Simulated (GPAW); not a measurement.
# AlCo (Pm-3m) in GPAW: further runs, part 2 of 3

GPAW 26.7.0.

## Step 4: Band structure, PBEsol+U, collinear spin, ferromagnetic start

Contents of run.py:

```python
from ase import Atoms
from ase.dft.bandgap import bandgap
from ase.io import write
from ase.units import GPa
from gpaw import GPAW, PW, setup_paths

setup_paths.insert(0, '.')

atoms = Atoms(['Co', 'Al'],
              cell=[[2.81940321, 0.0, 0.0],
                    [0.0, 2.81940321, 0.0],
                    [0.0, 0.0, 2.81940321]],
              scaled_positions=[[0.5, 0.5, 0.5],
                                [0.0, 0.0, 0.0]],
              pbc=True)
atoms.set_initial_magnetic_moments([2.0, 0.0])

calc = GPAW(mode=PW(600),
            xc='PBEsol',
            kpts={'size': (9, 9, 9), 'gamma': True},
            occupations={'name': 'fermi-dirac', 'width': 0.05},
            setups={'Co': ':d,8.0'},
            nbands=15,
            convergence={'density': 1e-05, 'energy': 1e-05},
            maxiter=150,
            txt='gpaw.txt')
atoms.calc = calc
energy = atoms.get_potential_energy()
forces = atoms.get_forces()
stress = atoms.get_stress()
calc.write('gs.gpw')
write('result.traj', atoms)
print(f'Energy: {energy:.6f} eV')
print('Forces (eV/A):')
print(forces.round(4))
print('Stress (GPa):', (stress / GPa).round(3))
print('Moments:', calc.get_magnetic_moments().round(3))
print('Fermi level:', round(calc.get_fermi_level(), 4), 'eV')
print(f'Gap: {bandgap(calc)[0]:.4f} eV, direct: {bandgap(calc, direct=True)[0]:.4f} eV')

path = atoms.cell.bandpath('GXMGRX,MR', npoints=100, eps=1e-4)
bs_calc = calc.fixed_density(kpts=path, symmetry='off', nbands=24,
                             convergence={'bands': 'CBM+6.0', 'eigenstates': 1e-6}, txt='bands.txt')
bs = bs_calc.band_structure()
bs.write('bs.json')
print(f'Gap on the path: {bandgap(bs_calc)[0]:.4f} eV')
```

Potentials or basis: PAW data sets generated in the run's folder for this functional, pw.

Run with:

```console
gpaw-setup -f PBEsol Al Co
OMP_NUM_THREADS=1 python run.py
```

gpaw.txt:

```text
__  _  _
 | _ |_)|_||  |
 |__||  | ||/\| - 26.7.0

Input parameters:
  mode=PW(ecut=600.0),
  convergence={'density': 1e-05, 'energy': 1e-05},
  kpts=MonkhorstPack(size=(9, 9, 9), gamma=True),
  maxiter=150,
  nbands=15,
  occupations=Occupations(name='fermi-dirac', width=0.05),
  setups={'Co': ':d,8.0'},
  xc=XC(name='PBEsol')

Diagonalizing LCAO Hamiltonian
Converting LCAO to pw mode
   .------.
  /|      |
 * |  Co  |
 | .------.
 |/      /
 Al-----*

Atoms  # Å, Bohr magnetons
|   | symbol |        x |        y |        z |    initial magnetic moments |
|---|--------|----------|----------|----------|-----------------------------|
| 0 |     Co | 1.409702 | 1.409702 | 1.409702 | ( 0.0000,  0.0000,  2.0000) |
| 1 |     Al | 0.000000 | 0.000000 | 0.000000 | ( 0.0000,  0.0000,  0.0000) |

Unit cell  # Å
| periodic |        x |        y |        z |  lengths |    angles |
|----------|----------|----------|----------|----------|-----------|
|      yes | 2.819403 | 0.000000 | 0.000000 | 2.819403 | 90.000000 |
|      yes | 0.000000 | 2.819403 | 0.000000 | 2.819403 | 90.000000 |
|      yes | 0.000000 | 0.000000 | 2.819403 | 2.819403 | 90.000000 |

Number of symmetries: 48
Symmetry operations  # r_c * U_cc + t_c -> r_c
|    | kind |            matrix            |
|----|------|------------------------------|
|  0 |  E   |  1, 0, 0,  0, 1, 0,  0, 0, 1 |
[... 199 lines left out ...]
|iter:  15| |   -8.902814c| -7.89c| -4.05 |  +1.5906|
|iter:  16| |   -8.902815c| -8.07c| -4.33 |  +1.5909|
|iter:  17| |   -8.902815c| -8.72c| -5.17c|  +1.5909|

Converged in 17 steps
Energy contributions relative to reference atoms: (reference = -44458.988219)

Energy contributions:
  Kinetic:          60.913825
  Coulomb:         -47.923365
  Zero:             -0.250501
  External:          0.000000
  Xc:              -21.639849
  Entropy:          -0.005851
  Spinorbit:         0.000000
  ----------------------------
  Free energy:      -8.905740
  Extrapolated:     -8.902815

dipole moment: (-4.817715, -4.817715, -4.817715)  # |e|*Ang

Total magnetic moment: (0.000000, 0.000000, 1.590931)

Local magnetic moments
|        x |        y |         z |
|----------|----------|-----------|
| 0.000000 | 0.000000 |  1.732455 |  # Co   0
| 0.000000 | 0.000000 | -0.068607 |  # Al   1

Fermi level: 11.198
Eigenvalues  # (at kpt = [0.000, 0.000, 0.000])
| band index |      eig [eV] | occ [0-1] |      eig [eV] | occ [0-1] |
|------------|---------------|-----------|---------------|-----------|
|          0 |        -0.862 |     1.000 |        -0.900 |     1.000 |
|          1 |         3.826 |     1.000 |         8.190 |     1.000 |
|          2 |         3.826 |     1.000 |         8.190 |     1.000 |
|          3 |         6.708 |     1.000 |         8.190 |     1.000 |
|          4 |         6.708 |     1.000 |        11.062 |     0.938 |
|          5 |         6.708 |     1.000 |        11.062 |     0.938 |
|          6 |        16.645 |     0.000 |        16.550 |     0.000 |
|          7 |        16.645 |     0.000 |        16.550 |     0.000 |
|          8 |        16.645 |     0.000 |        16.550 |     0.000 |
|          9 |        18.464 |     0.000 |        21.607 |     0.000 |
|         10 |        18.464 |     0.000 |        21.607 |     0.000 |
|         11 |        26.135 |     0.000 |        26.542 |     0.000 |
|         12 |        32.298 |     0.000 |        32.245 |     0.000 |
|         13 |        32.298 |     0.000 |        32.245 |     0.000 |
|         14 |        32.298 |     0.000 |        32.245 |     0.000 |

No gap
No difference between direct/indirect transitions

Forces  # eV/Ang
|       x |       y |       z |
|---------|---------|---------|
| 0.00000 | 0.00000 | 0.00000 |  # Co   0
| 0.00000 | 0.00000 | 0.00000 |  # Al   1

Stress tensor  # eV/Ang^3
|         x |         y |         z |
|-----------|-----------|-----------|
| -0.204118 | -0.000000 |  0.000000 |
| -0.000000 | -0.204118 |  0.000000 |
|  0.000000 |  0.000000 | -0.204118 |

# Writing to gs.gpw (mode='')
```

stdout:

```text
Energy: -8.902815 eV
Forces (eV/A):
[[0. 0. 0.]
 [0. 0. 0.]]
Stress (GPa): [-32.703 -32.703 -32.703   0.      0.     -0.   ]
Moments: [ 1.732 -0.069]
Fermi level: 11.1981 eV
Gap: 0.0000 eV, direct: 0.0000 eV
Gap on the path: 0.0000 eV
```

bands.txt:

```text
Diagonalizing LCAO Hamiltonian
Converting LCAO to pw mode
convergence criteria:
- Maximum integral of absolute [eigenst]ate change: 1e-06 eV^2 / valence electron
maximum number of iterations: 150

SCF iterations
|iter     | |      energy | eigst |  dens |  magmom |
[... 107 lines left out ...]
         [0.5       , 0.5       , 0.23076923],
         [0.5       , 0.5       , 0.26923077],
         [0.5       , 0.5       , 0.30769231],
         [0.5       , 0.5       , 0.34615385],
         [0.5       , 0.5       , 0.38461538],
         [0.5       , 0.5       , 0.42307692],
         [0.5       , 0.5       , 0.46153846],
         [0.5       , 0.5       , 0.5       ]])),
  maxiter=150,
  nbands=24,
  occupations=Occupations(name='fermi-dirac', width=0.05),
  setups={'Co': ':d,8.0'},
  symmetry=Symmetry(point_group=False, time_reversal=False),
  xc=XC(name='PBEsol')
```

Run time: 44 s. Hardware: 1 thread of Arm Neoverse V1, shared host; peak memory 0.24 GiB.

What came out:

| Property | Result |
| --- | --- |
| Free energy | -8.9057 eV |
| Pressure | 32.7 GPa |
| Band gap along the path | none (metal or under the smearing width) |
| Net moment | 1.59 μB per cell |
| Site moments | Co +1.73; Al -0.07 μB |

Levels at the corners of the path, in eV from the Fermi level:
Spin up:
| point | band 5 | band 6 | band 7 | band 8 | band 9 | band 10 |
| --- | --- | --- | --- | --- | --- | --- |
| Γ | -4.49 | -4.49 | 5.45 | 5.45 | 5.45 | 7.27 |
| X | -5.18 | -4.40 | -4.04 | 7.81 | 10.07 | 10.07 |
| M | -5.05 | -3.50 | -3.50 | 0.50 | 1.47 | 12.52 |
| Γ | -4.49 | -4.49 | 5.45 | 5.45 | 5.45 | 7.27 |
| R | -5.28 | 1.55 | 1.55 | 1.55 | 3.73 | 3.73 |
| X | -5.18 | -4.40 | -4.04 | 7.81 | 10.07 | 10.07 |
| M | -5.05 | -3.50 | -3.50 | 0.50 | 1.47 | 12.52 |
| R | -5.28 | 1.55 | 1.55 | 1.55 | 3.73 | 3.73 |
Spin down:
| point | band 1 | band 2 | band 3 | band 4 | band 5 | band 6 | band 7 | band 8 | band 9 | band 10 |
| --- | --- | --- | --- | --- | --- | --- | --- | --- | --- | --- |
| Γ | -12.10 | -3.01 | -3.01 | -3.01 | -0.14 | -0.14 | 5.35 | 5.35 | 5.35 | 10.41 |
| X | -7.75 | -7.26 | -3.85 | -3.85 | -2.89 | 1.45 | 5.24 | 7.56 | 10.06 | 10.06 |
| M | -6.97 | -3.67 | -3.67 | -3.57 | -3.57 | -1.92 | 2.20 | 5.22 | 5.77 | 12.28 |
| Γ | -12.10 | -3.01 | -3.01 | -3.01 | -0.14 | -0.14 | 5.35 | 5.35 | 5.35 | 10.41 |
| R | -5.86 | -5.86 | -5.86 | 1.67 | 1.67 | 1.67 | 3.58 | 4.21 | 4.21 | 4.21 |
| X | -7.75 | -7.26 | -3.85 | -3.85 | -2.89 | 1.45 | 5.24 | 7.56 | 10.06 | 10.06 |
| M | -6.97 | -3.67 | -3.67 | -3.57 | -3.57 | -1.92 | 2.20 | 5.22 | 5.77 | 12.28 |
| R | -5.86 | -5.86 | -5.86 | 1.67 | 1.67 | 1.67 | 3.58 | 4.21 | 4.21 | 4.21 |

Caveat: a pressure of tens of GPa on the cell as given is suspect, and the run, the potentials or the cell itself is likely at fault; the U is typed as a test and isn't derived for this compound. The state reached can hang on the start; a lower one may exist.

## Step 5: Band structure, LDA, collinear spin, ferromagnetic start

run.py: that of step 4 with these lines changed.

```diff
@@ -4,5 +4,3 @@
 from ase.units import GPa
-from gpaw import GPAW, PW, setup_paths
-
-setup_paths.insert(0, '.')
+from gpaw import GPAW, PW
 
@@ -18,6 +16,5 @@
 calc = GPAW(mode=PW(600),
-            xc='PBEsol',
+            xc='LDA',
             kpts={'size': (9, 9, 9), 'gamma': True},
             occupations={'name': 'fermi-dirac', 'width': 0.05},
-            setups={'Co': ':d,8.0'},
             nbands=15,
@@ -40,3 +37,3 @@
 
-path = atoms.cell.bandpath('GXMGRX,MR', npoints=100, eps=1e-4)
+path = atoms.cell.bandpath('GXMGRX,MR', npoints=60, eps=1e-4)
 bs_calc = calc.fixed_density(kpts=path, symmetry='off', nbands=24,
```

Potentials or basis: the program's PAW data sets (release 1.2.1) made for this functional, pw.

Run with:

```console
OMP_NUM_THREADS=1 python run.py
```

It took 22 s on 1 thread of Arm Neoverse V2, shared host; peak memory 0.2 GiB.

The run converged. Its results:

```yaml
Free_energy: -14.9434 eV
Pressure: -4.7 GPa
Band_gap_along_the_path: none (metal or under the smearing width)
Net_moment: 0.00 μB per cell
```

Levels at the corners of the path, in eV from the Fermi level:
Spin up:
| point | band 4 | band 5 | band 6 | band 7 | band 8 | band 9 |
| --- | --- | --- | --- | --- | --- | --- |
| Γ | -0.80 | -0.80 | -0.80 | 6.12 | 6.12 | 6.12 |
| X | -1.73 | -1.73 | -0.68 | 0.19 | 8.58 | 10.78 |
| M | -2.71 | -1.52 | -1.52 | -0.25 | 2.50 | 3.74 |
| Γ | -0.80 | -0.80 | -0.80 | 6.12 | 6.12 | 6.12 |
| R | -0.21 | -0.21 | 2.40 | 2.40 | 2.40 | 4.34 |
| X | -1.73 | -1.73 | -0.68 | 0.19 | 8.58 | 10.78 |
| M | -2.71 | -1.52 | -1.52 | -0.25 | 2.50 | 3.74 |
| R | -0.21 | -0.21 | 2.40 | 2.40 | 2.40 | 4.34 |
Spin down:
| point | band 4 | band 5 | band 6 | band 7 | band 8 | band 9 |
| --- | --- | --- | --- | --- | --- | --- |
| Γ | -0.80 | -0.80 | -0.80 | 6.12 | 6.12 | 6.12 |
| X | -1.73 | -1.73 | -0.68 | 0.19 | 8.58 | 10.78 |
| M | -2.71 | -1.52 | -1.52 | -0.25 | 2.50 | 3.74 |
| Γ | -0.80 | -0.80 | -0.80 | 6.12 | 6.12 | 6.12 |
| R | -0.21 | -0.21 | 2.40 | 2.40 | 2.40 | 4.34 |
| X | -1.73 | -1.73 | -0.68 | 0.19 | 8.58 | 10.78 |
| M | -2.71 | -1.52 | -1.52 | -0.25 | 2.50 | 3.74 |
| R | -0.21 | -0.21 | 2.40 | 2.40 | 2.40 | 4.34 |

Caveat: the starting moments collapsed, and a magnetic state may lie lower.

(Part 2 of 3 ends here.)
